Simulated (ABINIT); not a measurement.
# As: single point with PBE

The system is As.

```xyz
2
Lattice="1.8808 1.0859 3.5141 -1.8808 1.0859 3.5141 0.0000 -2.1718 3.5141" Properties=species:S:1:pos:R:3 pbc="T T T"
As    0.0000    0.0000    2.3825
As    0.0000    0.0000    8.1597
```

```yaml
Program: ABINIT 10.8.3 (patched build)
Task: single point
Functional: PBE
Potentials_or_basis: SG15 NC PBE v1.2
Cutoff: 490 eV
k_mesh: 9 × 9 × 9
Occupations: fermi-dirac, width 0.05 eV
Spin: no spin polarisation
```

```json
{"Pressure": "4.0 GPa", "Largest force": "0.490 eV/Å", "Band gap on the k mesh": "none (metal or under the smearing width)", "Valence electrons inside the program's atomic spheres": "As 2.33 (radii [1.0584] Å)"}
```

Forces in eV/Å, atoms in the order of the input:
```
As   0.000  0.000  0.490
As   0.000  0.000 -0.490
```

Stress tensor (GPa, compression positive):
```
4.20 0.00 0.00
0.00 4.20 0.00
0.00 0.00 3.50
```

Levels at points of the mesh, in eV from the Fermi level:
```
           k point  band 3  band 4  band 5  band 6  band 7  band 8
(0.00, 0.00, 0.00)   -2.48   -2.04   -2.04    1.59    2.89    2.89
```

It took 25 s on 1 thread of Intel(R) Xeon(R) Platinum 8259CL CPU @ 2.50GHz (Skylake/Cascade Lake) (shared host), peak memory 0.07 GiB.
